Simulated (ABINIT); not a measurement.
Runs of ABINIT 10.8.3 (patched build) on Sb. The structure is trigonal, space group R-3m (No. 166). Conventional cell: a = 4.308 Å, b = 4.308 Å, c = 11.274 Å, α = 90.00°, β = 90.00°, γ = 120.00°. Sb (site symmetry 3m) has 3 Sb at 2.91 Å as nearest neighbours. 

| task | level | potentials or basis | k mesh | cutoff (eV) | fine-grid cutoff | mesh quality | gap on the mesh (eV) | largest force (eV/Å) |
| --- | --- | --- | --- | --- | --- | --- | --- | --- |
| band structure | SOGGA | JTH PAW PBE v2.0 | 8 × 8 × 8 | 408 | 816.342 eV | not flagged | none | 0.14 |
| single point | PBEsol | JTH PAW PBE v2.0 | 3 × 3 × 3 | 408 | 816.342 eV | coarse | 1.30 | 0.17 |
| single point | PBEsol | JTH PAW PBE v2.0 | 10 × 10 × 10 | 408 | 816.342 eV | not flagged | none | 0.14 |
| band structure | BLYP | JTH PAW PBE v2.0 | 8 × 8 × 8 | 408 | 816.342 eV | not flagged | none | 0.14 |
| single point | LDA | JTH PAW LDA v2.0 | 5 × 5 × 5 | 408 | 816.342 eV | not flagged | 0.39 | 0.10 |
| band structure | LDA-PZ | JTH PAW LDA v2.0 | 8 × 8 × 8 | 408 | 816.342 eV | not flagged | none | 0.02 |
| single point | LDA | JTH PAW LDA v2.0 | 3 × 3 × 3 | 408 | 816.342 eV | coarse | (b) | (a) |
| band structure | PW91 | JTH PAW PBE v2.0 | 8 × 8 × 8 | 408 | 816.342 eV | not flagged | none | 0.15 |
| band structure | HCTH407 | JTH PAW PBE v2.0 | 8 × 8 × 8 | 408 | 816.342 eV | not flagged | none | 0.11 |
| band structure | RPBE | JTH PAW PBE v2.0 | 8 × 8 × 8 | 408 | 816.342 eV | not flagged | none | (c) |

Alike in all rows: no spin polarisation; cell as given; smearing fermi-dirac 0.05 eV.

Fill in the values left out.

(a) 0.25; (b) 1.33; (c) 0.21.

Caveats: some runs use coarse meshes; spin-orbit coupling is left out, which moves the levels of the heavy elements (some runs); the PAW data sets were made with another functional, which shifts forces and pressure a little (some runs); an odd mesh through Γ misses points on the zone boundary, where band edges often lie (some runs).

A k mesh can miss the band edges, and the runs leave out spin-orbit coupling on Sb.

A gap of «none» marks a metal or a gap under the smearing width.
